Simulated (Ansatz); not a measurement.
A run of Ansatz 0.2.0 is set up as follows.

input.yaml

```yaml
crystal:
  lattice:
    - [3.74, 0.0, 0.0]
    - [0.0, 3.74, 0.0]
    - [0.0, 0.0, 3.74]
  atoms:
    - { symbol: Au, position: [0.0, 0.0, 0.0] }
    - { symbol: Cu, position: [0.5, 0.5, 0.0] }
    - { symbol: Cu, position: [0.5, 0.0, 0.5] }
    - { symbol: Cu, position: [0.0, 0.5, 0.5] }
hamiltonian:
  xc: r2scan
  pseudopotentials: { kind: paw_fr }
magnetization:
  noncollinear: true
  spin_orbit: true
kpoints:
  mp_grid: { grid: [5, 5, 5] }
  band_path:
    path:
      - [[0.0, 0.0, 0.0], [0.0, 0.5, 0.0], [0.5, 0.5, 0.0], [0.0, 0.0, 0.0], [0.5, 0.5, 0.5], [0.0, 0.5, 0.0]]
      - [[0.5, 0.5, 0.0], [0.5, 0.5, 0.5]]
    npoints: 14
scf:
  occupations: { method: fermi_dirac, width: 0.05 }
  n_extra_bands: 10
output:
  forces: true
  stress: true
  eigenvalues: true
  fatbands: true
  write_density: true
  write_potential: true
  elf: true
  volumetric_format: npy
```

Potentials or basis: Ansatz PAW.

Run with:

```bash
$ ansatz run input.yaml --threads 2 --pin off --max-ram 5632MiB --backend cpu --events-out ev --progress --plain --runs-dir out
```

Task: What does it give for the band gap on the k mesh?

Result: None (metal or under the smearing width).

Task: Predict the pressure.

Result: -1.1 GPa.

Levels at the corners of the path, in eV from the Fermi level:
| point | band 73 | band 74 | band 75 | band 76 | band 77 | band 78 | band 79 | band 80 |
| --- | --- | --- | --- | --- | --- | --- | --- | --- |
| Γ | -1.19 | -1.19 | 0.84 | 0.84 | 1.52 | 1.52 | 1.52 | 1.52 |
| X | -1.58 | -1.58 | -1.40 | -1.40 | 5.55 | 5.55 | 6.37 | 6.37 |
| M | -0.58 | -0.58 | -0.45 | -0.45 | -0.40 | -0.40 | 0.43 | 0.43 |
| Γ | -1.19 | -1.19 | 0.84 | 0.84 | 1.52 | 1.52 | 1.52 | 1.52 |
| R | -1.52 | -1.52 | -1.11 | -1.11 | -0.81 | -0.81 | -0.81 | -0.81 |
| X | -1.58 | -1.58 | -1.40 | -1.40 | 5.55 | 5.55 | 6.37 | 6.37 |
| M | -0.58 | -0.58 | -0.45 | -0.45 | -0.40 | -0.40 | 0.43 | 0.43 |
| R | -1.52 | -1.52 | -1.11 | -1.11 | -0.81 | -0.81 | -0.81 | -0.81 |

Caveat: the PAW data sets come from PBE, with cores solved anew for the run's functional, which leaves a small shift of forces and pressure.
